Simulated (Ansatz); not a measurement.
# Ta2Si: a fit and a missing row

Ta2Si, I4/mcm, a = 6.137 Å, c = 5.040 Å. The structure is a Materials Project entry; whether it is the stable form wasn't checked. Ansatz: PBEsol, PAW, 420 eV, Γ-centred 10×10×10 mesh on 6 atoms, Gaussian smearing 0.10 eV; no spin polarisation. Shape and atoms are relaxed at each volume; pressure is positive in compression.

```
V (Å³/atom) P (GPa)
     13.918    37.42
     14.393    25.88
     14.867    15.94
     15.342     7.36
     15.816    -0.01
     16.291    -6.35
     16.765        ?
     17.398   -17.82
```

Problem. Take V0 = 15.816 Å³/atom, count pressures from its P0 = -0.01 GPa, fit the third-order Birch–Murnaghan form to the other rows, and predict the missing pressure.

Solution. With the Eulerian strain f = ½[(V0/V)^(2/3) − 1] and y = (P − P0)/[3f(1 + 2f)^(5/2)], the form is the line y = B0 + 1.5 B0 (B0′ − 4) f. Rows (f, y): 0.04448, 226.7; 0.03244, 227.3; 0.02106, 227.7; 0.01025, 227.8; -0.00977, 227.2; -0.03079, 226.0. Means f = 0.01128, y = 227.12; Σ(Δf)² = 0.003860, ΣΔfΔy = 0.04027; the slope is their ratio. y = 227.0 + 10.43 f GPa, so B0 = 227.0 GPa and B0′ = 4 + 2 × (10.43)/(3 × 227.0) = 4.03. At V = 16.765, f = -0.01905, y = 226.80 and P = -11.77 GPa. The run gave -11.78 GPa, so the fit is 0.01 GPa too high, within the rms miss on the fitted rows (0.06 GPa).

Spin–orbit coupling is left out, which can shift energies with elements as heavy as these.